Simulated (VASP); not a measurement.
HgSe:

```
Hg Se
1.0
     0.00000    3.07281    3.07281
     3.07281    0.00000    3.07281
     3.07281    3.07281    0.00000
Hg Se
1 1
Direct
  0.00000 0.00000 0.00000
  0.25000 0.25000 0.25000
```

Base run:

* Program: VASP 6.6.1
* Functional: HSE06
* Potentials or basis: VASP PAW PBE potentials, release 64 (Hg, Se)
* Cutoff: 520 eV
* k mesh: 6 × 6 × 6
* Occupations: gaussian, width 0.03 eV
* Spin: no spin polarisation

Its results: pressure 1.0 GPa.

The run is repeated on the same cell with these changes: functional from HSE06 to PBE; further incar settings from ALGO = Normal; EDIFF = 1e-07 to ALGO = Fast; EDIFF = 1e-07. What comes out?

Pressure 3.0 GPa.

Caveats: the PAW data sets were made with another functional, which shifts forces and pressure a little (some runs).
